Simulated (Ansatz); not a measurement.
Ansatz input

```yaml
crystal:
  lattice:
    - [0.0, 1.8138378136, 1.8138378136]
    - [1.8138378136, 0.0, 1.8138378136]
    - [1.8138378136, 1.8138378136, 0.0]
  atoms:
    - { symbol: Ru, position: [0.0, 0.0, 0.0], spin: 1.0 }
hamiltonian:
  xc: r2scan
  pseudopotentials:
    kind: paw
    azcp:
      Ru: "pseudopotentials/Ru.paw.azcp"
basis:
  ecutwfc: 500
  fft_grid_basis: typed
kpoints:
  mp_grid: { grid: [23, 23, 23], shift: [0, 0, 0] }
magnetization:
  spin_polarized: true
scf:
  occupations: { method: fermi_dirac, width: 0.05 }
output:
  stress: true
```

Terminal output

```
Engine: ansatz 0.2.0, x86_64-unknown-linux-gnu
Pseudopotentials: kind: paw
Pseudopotential: Ru, paw, valence charge 16, recommended cutoff 500 eV (meta_gga) 
Functional definition: r2SCAN
  parameter k0 = 0.174
  parameter k1 = 0.065
  parameter a1 = 4.9479
  exchange = r2scan_x(k0 = k0, k1 = k1, a1 = a1)
  correlation = r2scan_c
Crystal: 1 atoms, lattice volume = 11.935 Å³
Basis set: ecut = 500 eV, 307 PW (Γ), exchange–correlation on 80×80×80 points (64 copies of the dense FFT grid, shifted against one another)
Bands: 13, of which v1, the nominal top of the filled ones, is band 8 counted from 1 (7 counted from 0)
Symmetry: 48 space group operations
Space group: Fm-3m (ITA 225), of the structure as read, at distance tolerance 2.3e-5 Å
Magnetic group: BNS 225.116 (UNI 1618), of the structure as read, at distance tolerance 2.3e-5 Å
k-points: 364 of 12167
Non-local potential: Ru, projectors of the file, l = 0: 3, l = 1: 2, l = 2: 2, l = 3: 1
PAW form: soft (Blöchl's): semilocal exchange-correlation on the pseudo side does not see the compensation charge
PAW frozen core: Ru, regenerated for the run's functional (the file was generated under x = pbe(κ = 0.804, μ = 0.2195149727645171), c = pbe(β = 0.06672455060314922))
PAW one-centre angular grid: Ru, 590 points (default); XC on 160 Gauss nodes
Initial density: superposition of atomic densities (chi_scale 0.1, normalization cell)
Starting moments: Σ|m| = 1 μB on 1 of 1 site
Initial wavefunctions: pseudopotential atomic-orbital guess
Functional: x = r2scan, c = r2scan; τ floored in thin density (d = 2e-4 eV/Å³)
SCF iter   1: F=—  HF=-5891.138240 eV  |F-HF|=—  |Δ(HF+E_count)|=         —  Δρ=7.97e-2 (↑7.97e-2 ↓5.30e-2)  dr2=1.67e0  dr2_τ=1.76e-2  dr2_m=7.76e-2  M=0.492 μB ∫|m|=0.494 μB  β_m=0.59  ethr=3.10e-3  ⟨swp⟩=5.8  Hψ=52958  notcnv=0
Mixer restart at iter 1: flushing history
SCF iter   2: F=—  HF=-5890.211375 eV  |F-HF|=—  |Δ(HF+E_count)|=   9.27e-1  Δρ=3.19e-2 (↑3.19e-2 ↓2.13e-2)  dr2=2.12e-1  dr2_τ=9.04e-3  dr2_m=1.95e-2  M=0.441 μB ∫|m|=0.447 μB  β_m=1.00  ethr=3.10e-3  ⟨swp⟩=2.8  Hψ=22939  notcnv=0  defer=427  κ⁻¹=1.0e0(r=1)
SCF iter   3: F=—  HF=-5890.345414 eV  |F-HF|=—  |Δ(HF+E_count)|=         —  Δρ=2.47e-2 (↑2.47e-2 ↓2.19e-2)  dr2=1.32e-2  dr2_τ=6.29e-3  dr2_m=5.07e-2  M=0.109 μB ∫|m|=0.129 μB  β_m=0.41  ethr=1.32e-3  ⟨swp⟩=2.7  Hψ=16560  notcnv=0  defer=427
Mixer restart at iter 3: flushing history
...
SCF iter  14: F=—  HF=-5890.329696 eV  |F-HF|=—  |Δ(HF+E_count)|=   5.65e-8  Δρ=1.14e-6 (↑6.60e-7 ↓1.14e-6)  dr2=3.62e-11  dr2_τ=3.48e-12  dr2_m=5.93e-11  M=0.000 μB ∫|m|=0.000 μB  β_m=1.00  ethr=1.00e-12  ⟨swp⟩=3.2  Hψ=21653  notcnv=0  defer=430  κ⁻¹=2.3e-8(r=8)
SCF iter  15: F=—  HF=-5890.329696 eV  |F-HF|=—  |Δ(HF+E_count)|=  2.91e-11  Δρ=1.31e-6 (↑1.01e-6 ↓1.31e-6)  dr2=1.54e-11  dr2_τ=1.16e-11  dr2_m=1.32e-10  M=0.000 μB ∫|m|=0.000 μB  β_m=1.00  ethr=1.00e-12  ⟨swp⟩=1.0  Hψ=27774  notcnv=0  κ⁻¹=5.3e-7(r=8)
SCF iter  16: F=-5890.329696 eV  HF=-5890.329696 eV  |F-HF|=1.86e-10  |Δ(HF+E_count)|=   1.72e-9  Δρ=4.35e-7 (↑3.48e-7 ↓4.35e-7)  dr2=4.97e-12  dr2_τ=1.52e-12  dr2_m=1.15e-11  M=0.000 μB ∫|m|=0.000 μB  ethr=1.00e-12  ⟨swp⟩=2.3  Hψ=18542  notcnv=0
SCF 1 converged in 16 iterations: F = -5890.329696 eV  dr2 = 4.97e-12
WARN: the starting moments were not kept: the SCF closed with an absolute magnetisation of 3.9e-6 μB, where they sum to 1 μB in size (1 site). That is at most 0.1 of that sum. Measured as dr2_m measures the in/out step, that magnetisation stands 1.2e-11 eV from none, at or under the dr2_threshold of 1.0e-7 eV: it is no larger than a step whose dr2_m would equal this threshold. The system may hold no moment; this SCF shows only that its start led to no more than that. To try another start: raise the starting moments (crystal.atoms[].spin, magnetization.per_species, magnetization.initial_magnetization, or on a non-collinear deck that types none of these the spinor_matrix: blocks that start its atoms; where the total moment is fixed, keep their sum and leave initial_magnetization as it is; typed ones take the place of any that the run laid by itself, positive ones on a crystal's lanthanoids without a Hubbard term where scf.initial_density.shell_occupations: [] is typed) or, if the notice of its spin-set hold's release reads "site moments contracting" or "site moments show no strong build", lengthen the hold (scf.mixing.spin_hold: { on: { confirm: 4 } }; for m-r²SCAN on two components see the key's manual first). Each may lead to a state that holds a moment. A second SCF, from the converged charge density, with the starting moments and any scf.initial_density.shell_occupations laid on it anew, would have followed, and was not run: the deck does not ask for one (magnetization.retry_lost_moments is false, the default). To let it run, set magnetization.retry_lost_moments: true and run the deck again, where that key's refused combinations let it; where memory then withholds it, that run's warning says so.
this state was not tested for a lower state beside it, because the mixer in use, unlike msr1, does not test its closes by its own steps (another_mixer; see scf.mixing.algorithm and scf.lower_state_search)
SCF converged after 16 iterations
Magnetization: 0.0000 μB (8.0000 up, 8.0000 down)
Absolute magnetization: 0.0000 μB (∫|ρ↑−ρ↓|, with the PAW one-centre terms)
Spin contamination: 0.0000 ħ² per cell (⟨S²⟩ above its minimum at these occupations)
Per-site moments (μB) at R_I (Å): [(2.374952341802719e-6, 1.0581260398245413)]
Free energy (F): -5890.329696 eV
Harris-Foulkes:  -5890.329696 eV  (|F-HF|=1.86e-10)
Internal energy: -5890.322586 eV  (E = F + TS)
E sigma→0 (E₀):  -5890.326141 eV
Entropy (-TS):   -0.007110 eV (-7.110 meV/atom)
Fermi energy:    27.254494 eV
--- Per-component energies (eV) ---
  E_band       = -12.102690
  E_kinetic    = 520.809552
  E_local      = -1122.279388  (includes V_loc(G=0)·N_el)
  E_nonlocal   = 343.959527
  E_hartree    = 362.969585
  E_xc         = -186.427763
  E_vxc        = -270.199032  (∫ρ·V_xc dr)
  E_paw        = -3479.559940  (= ΣΔE_a)
  E_vpaw       = -229.301956  (= ΣTr[D̂ρ^β])
  E_aug_tail   = 0.000077  (compensation charges beyond the density's cutoff)
  E_vtau       = 18.969333  (kinetic-family band-sum trace: ∫τ·v_τ [+ j·A + Jᵃ·Aᵃ] dr)
  E_ewald      = -2329.483280
  E_core_change = -0.310956  (= ΣΔE_core)
  E_smearing   = -0.007110  (= −TS)
  E_closure    = 0.000000  (closes the sum)
  Σ components = -5890.329696   (vs F -5890.329696, Δ=0.00e0)
--- Stress (GPa, compression-positive) ---
       57.174350      -0.000000      -0.000000
       -0.000000      57.174350      -0.000000
        0.000000       0.000000      57.174350
  P = ⅓ Tr σ = 57.1744 GPa (571.744 kbar)
```
